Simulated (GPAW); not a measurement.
# TaN (P6_3/mmc) in GPAW: notebook

Runs on TaN. Level: LDA. Tasks: relaxation of cell and atoms.

Everything below comes from runs of GPAW 26.7.0. Logs are shortened: lines on timing, memory, paths and dates and some standing lists are left out, and cuts for length are marked. The log counts tension as positive stress, the text compression.

### 1 The crystal as given

Symmetry: P6_3/mmc, No. 194, hexagonal system. The conventional cell has a = 2.922 Å, b = 2.922 Å, c = 5.917 Å, α = 90.00°, β = 90.00°, γ = 120.00°. Ta (site symmetry -3m) has 6 N at 2.24 Å as nearest neighbours. N (site symmetry -6m2) is surrounded by 6 Ta at 2.24 Å.

The cell comes from a database or a generator and needn't be the stable form of this composition.

### 2 Relaxation of cell and atoms, LDA, target pressure 5 GPa, at which the enthalpy is minimised

run.py

```python
from ase.filters import FrechetCellFilter
from ase.io import read, write
from ase.optimize import BFGS
from ase.units import GPa
from gpaw import GPAW, PW

atoms = read('POSCAR')

calc = GPAW(mode=PW(800),
            xc='LDA',
            kpts={'size': (7, 7, 4), 'gamma': True},
            occupations={'name': 'fermi-dirac', 'width': 0.05},
            nbands=34,
            convergence={'density': 1e-05, 'forces': 0.0001},
            maxiter=150,
            txt='gpaw.txt')
atoms.calc = calc
opt = BFGS(FrechetCellFilter(atoms, scalar_pressure=5 * GPa), trajectory='relax.traj', logfile='-')
done = opt.run(fmax=0.02, steps=60)
calc.write('gs.gpw')
write('result.traj', atoms)
print('Converged:', done)
print('Cell:', atoms.cell.cellpar().round(4))
print('Volume:', round(atoms.get_volume(), 4))
print(atoms.get_scaled_positions().round(5))
```

POSCAR

```
TaN
1.0
    2.9217699809      0.0000000000      0.0000000000
   -1.4608849905      2.5303270275      0.0000000000
    0.0000000000      0.0000000000      5.9165150000
Ta N
2 2
Direct
    0.0000000000      0.0000000000      0.5000000000
    0.0000000000      0.0000000000      0.0000000000
    0.3333333333      0.6666666667      0.2500000000
    0.6666666667      0.3333333333      0.7500000000
```

Potentials or basis: the program's PAW data sets (release 1.2.1) made for this functional, pw.

The run is started by

```console
OMP_NUM_THREADS=1 python run.py
```

gpaw.txt:

```text
__  _  _
 | _ |_)|_||  |
 |__||  | ||/\| - 26.7.0

Input parameters:
  mode=PW(ecut=800.0),
  convergence={'density': 1e-05, 'forces': 0.0001},
  kpts=MonkhorstPack(size=(7, 7, 4), gamma=True),
  maxiter=150,
  nbands=34,
  occupations=Occupations(name='fermi-dirac', width=0.05),
  xc=XC(name='LDA')

Diagonalizing LCAO Hamiltonian
Converting LCAO to pw mode

           N

       Ta
        N

       Ta

Atoms  # Å, Bohr magnetons
|   | symbol |         x |        y |        z |    initial magnetic moments |
|---|--------|-----------|----------|----------|-----------------------------|
| 0 |     Ta |  0.000000 | 0.000000 | 2.958258 | ( 0.0000,  0.0000,  0.0000) |
| 1 |     Ta |  0.000000 | 0.000000 | 0.000000 | ( 0.0000,  0.0000,  0.0000) |
| 2 |      N | -0.000000 | 1.686885 | 1.479129 | ( 0.0000,  0.0000,  0.0000) |
| 3 |      N |  1.460885 | 0.843442 | 4.437386 | ( 0.0000,  0.0000,  0.0000) |

Unit cell  # Å
| periodic |         x |        y |        z |  lengths |     angles |
|----------|-----------|----------|----------|----------|------------|
|      yes |  2.921770 | 0.000000 | 0.000000 | 2.921770 |  90.000000 |
|      yes | -1.460885 | 2.530327 | 0.000000 | 2.921770 |  90.000000 |
|      yes |  0.000000 | 0.000000 | 5.916515 | 5.916515 | 120.000000 |

Number of symmetries: 12
Symmetry operations  # r_c * U_cc + t_c -> r_c
|    | kind |            matrix            |
|----|------|------------------------------|
|  0 |  σ   |  1, 1, 0,  0,-1, 0,  0, 0, 1 |
|  1 |  S6  |  1, 1, 0, -1, 0, 0,  0, 0,-1 |
|  2 |  E   |  1, 0, 0,  0, 1, 0,  0, 0, 1 |
|  3 |  C2  |  1, 0, 0, -1,-1, 0,  0, 0,-1 |
|  4 |  C2  |  0, 1, 0,  1, 0, 0,  0, 0,-1 |
|  5 |  C3  |  0, 1, 0, -1,-1, 0,  0, 0, 1 |
|  6 |  S6  |  0,-1, 0,  1, 1, 0,  0, 0,-1 |
|  7 |  σ   |  0,-1, 0, -1, 0, 0,  0, 0, 1 |
|  8 |  σ   | -1, 0, 0,  1, 1, 0,  0, 0, 1 |
|  9 |  i   | -1, 0, 0,  0,-1, 0,  0, 0,-1 |
| 10 |  C3  | -1,-1, 0,  1, 0, 0,  0, 0, 1 |
| 11 |  C2  | -1,-1, 0,  0, 1, 0,  0, 0,-1 |

BZ-sampling:
  Number of BZ points: 196
  Number of IBZ points: 28

  Monkhorst-Pack size: [7, 7, 4]
  Monkhorst-Pack shift: [0.0, 0.0, 0.125]

K-points  # in reciprocal-cell coordinates
|     |                                coordinates |     weight |
|-----|--------------------------------------------|------------|
|   0 | (  0.00000000,   0.00000000,   0.00000000) | 0.00510204 |
|   1 | (  0.00000000,   0.00000000,   0.25000000) | 0.01020408 |
|   2 | (  0.00000000,   0.00000000,   0.50000000) | 0.00510204 |
|   3 | (  0.14285714,   0.00000000,  -0.25000000) | 0.03061224 |
|   4 | (  0.14285714,   0.00000000,   0.00000000) | 0.03061224 |
|   5 | (  0.14285714,   0.00000000,   0.25000000) | 0.03061224 |
|   6 | (  0.14285714,   0.00000000,   0.50000000) | 0.03061224 |
|   7 | (  0.28571429,  -0.14285714,   0.00000000) | 0.03061224 |
|   8 | (  0.28571429,  -0.14285714,   0.25000000) | 0.06122449 |
|   9 | (  0.28571429,  -0.14285714,   0.50000000) | 0.03061224 |
| ... |                                            |            |
[... 145 lines left out ...]
Fermi level: 13.503
Eigenvalues  # (at kpt = [0.000, 0.000, 0.000])
| band index |      eig [eV] | occ [0-2] |
|------------|---------------|-----------|
|          0 |       -54.708 |     2.000 |
|        ... |               |           |
|         11 |         8.802 |     2.000 |
|         12 |         8.802 |     2.000 |
|         13 |         9.338 |     2.000 |
|         14 |        10.118 |     2.000 |
|         15 |        11.626 |     2.000 |
|         16 |        11.626 |     2.000 |
[... 8 lines left out ...]
|         25 |        19.472 |     0.000 |
|         26 |        19.472 |     0.000 |
|        ... |               |           |
|         33 |        30.638 |     0.000 |

No gap
No difference between direct/indirect transitions

Stress tensor  # eV/Ang^3
|        x |         y |         z |
|----------|-----------|-----------|
| 0.112871 |  0.000000 |  0.000000 |
| 0.000000 |  0.112871 | -0.000000 |
| 0.000000 | -0.000000 |  0.119147 |

Forces  # eV/Ang
|        x |       y |        z |
|----------|---------|----------|
|  0.00000 | 0.00000 |  0.00000 |  # Ta   0
|  0.00000 | 0.00000 |  0.00000 |  # Ta   1
|  0.00000 | 0.00000 |  0.00001 |  # N    2
| -0.00000 | 0.00000 | -0.00001 |  # N    3

Interpolating wave functions to new cell

           N

       Ta
        N

       Ta

Atoms  # Å, Bohr magnetons
|   | symbol |         x |        y |        z |    initial magnetic moments |
|---|--------|-----------|----------|----------|-----------------------------|
| 0 |     Ta | -0.000000 | 0.000000 | 2.940937 | ( 0.0000,  0.0000,  0.0000) |
| 1 |     Ta | -0.000000 | 0.000000 | 0.000000 | ( 0.0000,  0.0000,  0.0000) |
| 2 |      N | -0.000000 | 1.677419 | 1.470469 | ( 0.0000,  0.0000,  0.0000) |
| 3 |      N |  1.452688 | 0.838710 | 4.411406 | ( 0.0000,  0.0000,  0.0000) |

Unit cell  # Å
| periodic |         x |         y |         z |  lengths |     angles |
|----------|-----------|-----------|-----------|----------|------------|
|      yes |  2.905376 | -0.000000 | -0.000000 | 2.905376 |  90.000000 |
|      yes | -1.452688 |  2.516129 |  0.000000 | 2.905376 |  90.000000 |
|      yes | -0.000000 |  0.000000 |  5.881875 | 5.881875 | 120.000000 |

Number of symmetries: 12
Symmetry operations  # r_c * U_cc + t_c -> r_c
|    | kind |            matrix            |
|----|------|------------------------------|
|  0 |  σ   |  1, 1, 0,  0,-1, 0,  0, 0, 1 |
|  1 |  S6  |  1, 1, 0, -1, 0, 0,  0, 0,-1 |
|  2 |  E   |  1, 0, 0,  0, 1, 0,  0, 0, 1 |
|  3 |  C2  |  1, 0, 0, -1,-1, 0,  0, 0,-1 |
|  4 |  C2  |  0, 1, 0,  1, 0, 0,  0, 0,-1 |
|  5 |  C3  |  0, 1, 0, -1,-1, 0,  0, 0, 1 |
|  6 |  S6  |  0,-1, 0,  1, 1, 0,  0, 0,-1 |
|  7 |  σ   |  0,-1, 0, -1, 0, 0,  0, 0, 1 |
|  8 |  σ   | -1, 0, 0,  1, 1, 0,  0, 0, 1 |
[... 669 lines left out ...]
|        ... |               |           |
|         11 |         9.604 |     2.000 |
|         12 |         9.604 |     2.000 |
|         13 |        10.148 |     2.000 |
|         14 |        11.122 |     2.000 |
|         15 |        12.651 |     2.000 |
|         16 |        12.651 |     2.000 |
[... 8 lines left out ...]
|         25 |        21.111 |     0.000 |
|         26 |        21.111 |     0.000 |
|        ... |               |           |
|         33 |        32.371 |     0.000 |

No gap
No difference between direct/indirect transitions

Stress tensor  # eV/Ang^3
|         x |         y |         z |
|-----------|-----------|-----------|
| -0.025244 | -0.000000 | -0.000000 |
| -0.000000 | -0.025244 |  0.000000 |
| -0.000000 |  0.000000 | -0.041246 |

Forces  # eV/Ang
|       x |        y |        z |
|---------|----------|----------|
| 0.00000 | -0.00000 |  0.00000 |  # Ta   0
| 0.00000 | -0.00000 |  0.00000 |  # Ta   1
| 0.00000 |  0.00000 | -0.00001 |  # N    2
| 0.00000 | -0.00000 |  0.00001 |  # N    3

Interpolating wave functions to new cell

           N

       Ta
        N

       Ta

Atoms  # Å, Bohr magnetons
|   | symbol |         x |        y |        z |    initial magnetic moments |
|---|--------|-----------|----------|----------|-----------------------------|
| 0 |     Ta | -0.000000 | 0.000000 | 2.894267 | ( 0.0000,  0.0000,  0.0000) |
| 1 |     Ta |  0.000000 | 0.000000 | 0.000000 | ( 0.0000,  0.0000,  0.0000) |
| 2 |      N | -0.000000 | 1.648450 | 1.447133 | ( 0.0000,  0.0000,  0.0000) |
| 3 |      N |  1.427600 | 0.824225 | 4.341401 | ( 0.0000,  0.0000,  0.0000) |

Unit cell  # Å
| periodic |         x |         y |         z |  lengths |     angles |
|----------|-----------|-----------|-----------|----------|------------|
|      yes |  2.855199 | -0.000000 |  0.000000 | 2.855199 |  90.000000 |
|      yes | -1.427600 |  2.472675 | -0.000000 | 2.855199 |  90.000000 |
|      yes | -0.000000 | -0.000000 |  5.788535 | 5.788535 | 120.000000 |

Number of symmetries: 12
Symmetry operations  # r_c * U_cc + t_c -> r_c
|    | kind |            matrix            |
|----|------|------------------------------|
|  0 |  σ   |  1, 1, 0,  0,-1, 0,  0, 0, 1 |
|  1 |  S6  |  1, 1, 0, -1, 0, 0,  0, 0,-1 |
|  2 |  E   |  1, 0, 0,  0, 1, 0,  0, 0, 1 |
|  3 |  C2  |  1, 0, 0, -1,-1, 0,  0, 0,-1 |
|  4 |  C2  |  0, 1, 0,  1, 0, 0,  0, 0,-1 |
|  5 |  C3  |  0, 1, 0, -1,-1, 0,  0, 0, 1 |
|  6 |  S6  |  0,-1, 0,  1, 1, 0,  0, 0,-1 |
|  7 |  σ   |  0,-1, 0, -1, 0, 0,  0, 0, 1 |
|  8 |  σ   | -1, 0, 0,  1, 1, 0,  0, 0, 1 |
[... 126 lines left out ...]
xc functional:
  name: None

convergence criteria:
- Maximum integral of absolute [dens]ity change: 1e-05 electrons / valence electron
- Maximum change in the atomic [forces] across last 2 cycles: 0.0001 eV/Ang OR
Maximum error relative to the maximum force is below inf
- Maximum [total energy] change in last 3 cyles: 0.0005 eV / valence electron
- Maximum integral of absolute [eigenst]ate change: 4e-08 eV^2 / valence electron
maximum number of iterations: 150

SCF iterations
|iter     | |      energy | eigst |  dens |force |
|---------|-|-------------|-------|-------|------|
|iter:   1| |  -45.096416 | -3.75 |       |      |
|iter:   2| |  -45.096414 | -6.82 | -3.34 |      |
|iter:   3| |  -45.096415c| -6.28 | -3.37 |      |
|iter:   4| |  -45.096407c| -6.93 | -3.98 |      |
|iter:   5| |  -45.096410c| -7.59c| -4.14 |      |
|iter:   6| |  -45.096410c| -7.93c| -4.53 |      |
|iter:   7| |  -45.096410c| -8.29c| -4.69 |      |
|iter:   8| |  -45.096410c| -9.44c| -5.60c|      |
|iter:   9| |  -45.096410c|-10.32c| -6.12c|-4.53c|

Converged in 9 steps
Energy contributions relative to reference atoms: (reference = -850786.388051)

Energy contributions:
  Kinetic:          55.864552
  Coulomb:         -54.172743
  Zero:             -0.361720
  External:          0.000000
  Xc:              -46.421080
  Entropy:          -0.010839
  Spinorbit:         0.000000
  ----------------------------
  Free energy:     -45.101830
  Extrapolated:    -45.096410

dipole moment: (-10.248035, -17.750117, -20.776525)  # |e|*Ang

Fermi level: 14.608
Eigenvalues  # (at kpt = [0.000, 0.000, 0.000])
| band index |      eig [eV] | occ [0-2] |
|------------|---------------|-----------|
|          0 |       -53.424 |     2.000 |
|        ... |               |           |
|         11 |         9.608 |     2.000 |
|         12 |         9.608 |     2.000 |
|         13 |        10.142 |     2.000 |
|         14 |        11.117 |     2.000 |
|         15 |        12.652 |     2.000 |
|         16 |        12.652 |     2.000 |
[... 8 lines left out ...]
|         25 |        21.101 |     0.000 |
|         26 |        21.101 |     0.000 |
|        ... |               |           |
|         33 |        32.365 |     0.000 |
[... 234 lines left out ...]
|         16 |        12.678 |     2.000 |
[... 8 lines left out ...]
|         25 |        21.097 |     0.000 |
|         26 |        21.097 |     0.000 |
|        ... |               |           |
|         33 |        32.379 |     0.000 |

No gap
No difference between direct/indirect transitions

Stress tensor  # eV/Ang^3
|         x |         y |         z |
|-----------|-----------|-----------|
| -0.030343 | -0.000000 |  0.000000 |
| -0.000000 | -0.030343 | -0.000000 |
|  0.000000 | -0.000000 | -0.030623 |

Forces  # eV/Ang
|        x |        y |        z |
|----------|----------|----------|
|  0.00000 | -0.00000 |  0.00000 |  # Ta   0
|  0.00000 |  0.00000 |  0.00000 |  # Ta   1
| -0.00000 |  0.00000 | -0.00001 |  # N    2
|  0.00000 | -0.00000 |  0.00001 |  # N    3

# Writing to gs.gpw (mode='')
```

It took 3.1 min on 1 thread of Arm Neoverse V1, shared host; peak memory 0.36 GiB.

Results:

```yaml
Free_energy: -45.1016 eV
Relaxed_volume: 10.21 Å³/atom
Relaxed_cell: a = 2.852 Å, b = 2.852 Å, c = 5.799 Å, α = 90.00°, β = 90.00°, γ = 120.00°
Space_group_after_relaxing_to_0.05_Å: P6_3/mmc (No. 194)
Energy_change_on_relaxing_the_enthalpy_is_what_falls: -30.9 meV/atom
Ionic_steps: 6
Pressure_after_relaxing: 4.9 GPa
Band_gap_on_the_k_mesh: none (metal or under the smearing width)
```

Step by step:
```csv
step,energy change (eV),largest force (eV/Å),pressure (GPa),volume (Å³)
1,0.0000,0.0000,-18.42,43.74
2,-0.0706,0.0000,-13.20,43.00
3,-0.1154,0.0000,6.68,40.68
4,-0.1230,0.0000,4.90,40.86
5,-0.1236,0.0000,4.78,40.87
6,-0.1235,0.0000,4.88,40.84
```

Final structure:
```yaml
crystal:
  lattice:
    - [2.85190, 0.00000, 0.00000]
    - [-1.42595, 2.46981, 0.00000]
    - [0.00000, 0.00000, 5.79883]
  atoms:
    - { symbol: Ta, position: [0.00000, 0.00000, 0.50000] }
    - { symbol: Ta, position: [0.00000, 0.00000, 0.00000] }
    - { symbol: N, position: [0.33333, 0.66667, 0.25000] }
    - { symbol: N, position: [0.66667, 0.33333, 0.75000] }
```

Caveat: later steps reuse the first step's grids. Spin-orbit coupling is left out, which matters for the levels of Ta.

### 3 Relaxation of cell and atoms, LDA, target pressure 10 GPa, at which the enthalpy is minimised

run.py, as its differences from that of step 2:

```diff
@@ -1,3 +1,4 @@
+from ase import Atoms
 from ase.filters import FrechetCellFilter
-from ase.io import read, write
+from ase.io import write
 from ase.optimize import BFGS
@@ -6,3 +7,11 @@
 
-atoms = read('POSCAR')
+atoms = Atoms(['Ta', 'Ta', 'N', 'N'],
+              cell=[[2.9217699809, 0.0, 0.0],
+                    [-1.4608849905, 2.5303270275, 0.0],
+                    [0.0, 0.0, 5.916515]],
+              scaled_positions=[[0.0, 0.0, 0.5],
+                                [0.0, 0.0, 0.0],
+                                [0.3333333333, 0.6666666667, 0.25],
+                                [0.6666666667, 0.3333333333, 0.75]],
+              pbc=True)
 
@@ -17,3 +26,3 @@
 atoms.calc = calc
-opt = BFGS(FrechetCellFilter(atoms, scalar_pressure=5 * GPa), trajectory='relax.traj', logfile='-')
+opt = BFGS(FrechetCellFilter(atoms, scalar_pressure=10 * GPa), trajectory='relax.traj', logfile='-')
 done = opt.run(fmax=0.02, steps=60)
```

Potentials or basis: the program's PAW data sets (release 1.2.1) made for this functional, pw.

The run is started by

```console
OMP_NUM_THREADS=1 python run.py
```

gpaw.txt:

```text
__  _  _
 | _ |_)|_||  |
 |__||  | ||/\| - 26.7.0

Input parameters:
  mode=PW(ecut=800.0),
  convergence={'density': 1e-05, 'forces': 0.0001},
  kpts=MonkhorstPack(size=(7, 7, 4), gamma=True),
  maxiter=150,
  nbands=34,
  occupations=Occupations(name='fermi-dirac', width=0.05),
  xc=XC(name='LDA')

Diagonalizing LCAO Hamiltonian
Converting LCAO to pw mode

           N

       Ta
        N

       Ta

Atoms  # Å, Bohr magnetons
|   | symbol |         x |        y |        z |    initial magnetic moments |
|---|--------|-----------|----------|----------|-----------------------------|
| 0 |     Ta |  0.000000 | 0.000000 | 2.958258 | ( 0.0000,  0.0000,  0.0000) |
| 1 |     Ta |  0.000000 | 0.000000 | 0.000000 | ( 0.0000,  0.0000,  0.0000) |
| 2 |      N | -0.000000 | 1.686885 | 1.479129 | ( 0.0000,  0.0000,  0.0000) |
| 3 |      N |  1.460885 | 0.843442 | 4.437386 | ( 0.0000,  0.0000,  0.0000) |

Unit cell  # Å
| periodic |         x |        y |        z |  lengths |     angles |
|----------|-----------|----------|----------|----------|------------|
|      yes |  2.921770 | 0.000000 | 0.000000 | 2.921770 |  90.000000 |
|      yes | -1.460885 | 2.530327 | 0.000000 | 2.921770 |  90.000000 |
|      yes |  0.000000 | 0.000000 | 5.916515 | 5.916515 | 120.000000 |

Number of symmetries: 12
Symmetry operations  # r_c * U_cc + t_c -> r_c
|    | kind |            matrix            |
[... 737 lines left out ...]

Unit cell  # Å
| periodic |         x |         y |        z |  lengths |     angles |
|----------|-----------|-----------|----------|----------|------------|
|      yes |  2.843790 | -0.000000 | 0.000000 | 2.843790 |  90.000000 |
|      yes | -1.421895 |  2.462795 | 0.000000 | 2.843790 |  90.000000 |
|      yes | -0.000000 | -0.000000 | 5.763085 | 5.763085 | 120.000000 |

Number of symmetries: 12
Symmetry operations  # r_c * U_cc + t_c -> r_c
|    | kind |            matrix            |
|----|------|------------------------------|
|  0 |  σ   |  1, 1, 0,  0,-1, 0,  0, 0, 1 |
|  1 |  S6  |  1, 1, 0, -1, 0, 0,  0, 0,-1 |
|  2 |  E   |  1, 0, 0,  0, 1, 0,  0, 0, 1 |
|  3 |  C2  |  1, 0, 0, -1,-1, 0,  0, 0,-1 |
|  4 |  C2  |  0, 1, 0,  1, 0, 0,  0, 0,-1 |
|  5 |  C3  |  0, 1, 0, -1,-1, 0,  0, 0, 1 |
|  6 |  S6  |  0,-1, 0,  1, 1, 0,  0, 0,-1 |
|  7 |  σ   |  0,-1, 0, -1, 0, 0,  0, 0, 1 |
|  8 |  σ   | -1, 0, 0,  1, 1, 0,  0, 0, 1 |
[... 384 lines left out ...]
SCF iterations
|iter     | |      energy | eigst |  dens |force |
|---------|-|-------------|-------|-------|------|
|iter:   1| |  -45.071825 | -3.67 |       |      |
|iter:   2| |  -45.071821 | -6.73 | -3.32 |      |
|iter:   3| |  -45.071815c| -6.41 | -3.35 |      |
|iter:   4| |  -45.071806c| -6.88 | -3.94 |      |
|iter:   5| |  -45.071809c| -7.62c| -4.16 |      |
|iter:   6| |  -45.071809c| -7.99c| -4.57 |      |
|iter:   7| |  -45.071809c| -8.26c| -4.70 |      |
|iter:   8| |  -45.071809c| -9.50c| -5.62c|      |
|iter:   9| |  -45.071809c|-10.41c| -6.18c|-4.55c|

Converged in 9 steps
Energy contributions relative to reference atoms: (reference = -850786.388051)

Energy contributions:
  Kinetic:          61.681031
  Coulomb:         -59.022012
  Zero:             -0.366000
  External:          0.000000
  Xc:              -47.359465
  Entropy:          -0.010725
  Spinorbit:         0.000000
  ----------------------------
  Free energy:     -45.077171
  Extrapolated:    -45.071809
[... 278 lines left out ...]
Stress tensor  # eV/Ang^3
|         x |         y |         z |
|-----------|-----------|-----------|
| -0.062052 | -0.000000 |  0.000000 |
| -0.000000 | -0.062052 |  0.000000 |
|  0.000000 |  0.000000 | -0.062109 |

Forces  # eV/Ang
|       x |        y |        z |
|---------|----------|----------|
| 0.00000 | -0.00000 |  0.00000 |  # Ta   0
| 0.00000 | -0.00000 |  0.00000 |  # Ta   1
| 0.00000 |  0.00000 | -0.00004 |  # N    2
| 0.00000 | -0.00000 |  0.00004 |  # N    3

# Writing to gs.gpw (mode='')
```

It took 3.2 min on 1 thread of Arm Neoverse V1, shared host; peak memory 0.29 GiB.

Results:

```yaml
Free_energy: -45.0758 eV
Relaxed_volume: 10.08 Å³/atom
Relaxed_cell: a = 2.839 Å, b = 2.839 Å, c = 5.779 Å, α = 90.00°, β = 90.00°, γ = 120.00°
Space_group_after_relaxing_to_0.05_Å: P6_3/mmc (No. 194)
Energy_change_on_relaxing_the_enthalpy_is_what_falls: -24.4 meV/atom
Ionic_steps: 6
Pressure_after_relaxing: 9.9 GPa
Band_gap_on_the_k_mesh: none (metal or under the smearing width)
```

Step by step:
| step | energy change (eV) | largest force (eV/Å) | pressure (GPa) | volume (Å³) |
| --- | --- | --- | --- | --- |
| 1 | 0.0000 | 0.0000 | -18.42 | 43.74 |
| 2 | -0.0824 | 0.0000 | -12.03 | 42.84 |
| 3 | -0.0799 | 0.0000 | 12.42 | 40.12 |
| 4 | -0.0983 | 0.0000 | 9.84 | 40.36 |
| 5 | -0.0990 | 0.0000 | 9.76 | 40.37 |
| 6 | -0.0978 | 0.0000 | 9.94 | 40.33 |

Final structure:
```
Ta N
1.0
     2.83884    0.00000    0.00000
    -1.41942    2.45851    0.00000
     0.00000    0.00000    5.77905
Ta N
2 2
Direct
  0.00000 0.00000 0.50000
  0.00000 0.00000 0.00000
  0.33333 0.66667 0.25000
  0.66667 0.33333 0.75000
```

Caveat: later steps reuse the first step's grids. The run has no spin-orbit coupling, so splittings on Ta are missing.
